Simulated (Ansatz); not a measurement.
The elements of this relaxed trial crystal are hidden behind letters.

```
lattice vectors (Å)
   1.6508    0.9531   12.2934
  -1.6508    0.9531   12.2934
   0.0000   -1.9062   12.2934
fractional positions
X 0.7932 0.7932 0.7932
X 0.2068 0.2068 0.2068
Z 0.0000 0.0000 0.0000
Z 0.3917 0.3917 0.3917
Z 0.6083 0.6083 0.6083
```

These are results of DFT PBE, scalar-relativistic, plane waves, PAW (Ansatz), not measurements. The final run on the 5-atom cell used 420 eV, a Γ-centred 12×12×12 mesh, 0.10 eV smearing and no spin polarisation.

```
Space group                                 : R-3m (No. 166)
Conventional cell                           : a = 3.302 Å, c = 36.880 Å
Volume per atom                             : 23.21 Å³
Density                                     : 6.51 g/cm³
Energy over the elements                    : +0.25 eV/atom
Gap on the 12×12×12 mesh of the 5-atom cell : 0 eV (a metal)
```

Energies are uncorrected and count from the elements' standard states at the same level.

Question: X is a p-block element of period 5 and Z is a p-block element of period 4. Which elements are they?

Answer: X = Sn, Z = Ge, so the formula is Sn2Ge3. Density times volume gives a mean mass of 6.51 × 23.21/1.6605 = 91.0 u per atom, and this set has 91.1 u. Sn is surrounded by 3 Ge at 3.16 Å, 6 Sn at 3.30 Å and 3 Sn at 3.52 Å; around Ge on a site of symmetry -3m lie 6 Ge at 2.87 Å and 6 Ge at 3.30 Å; Ge on a site of symmetry 3m is surrounded by 3 Ge at 2.87 Å, 3 Sn at 3.16 Å and 6 Ge at 3.30 Å. Other sets within the hints have nearly the same mass, so mass alone doesn't settle it; this one was computed.

A structure relaxed within its symmetry needn't be a true minimum. Another cell of Sn2Ge3 relaxed alike, in Fmmm, lies 23 meV/atom lower, so this cell isn't the stable form at this level.
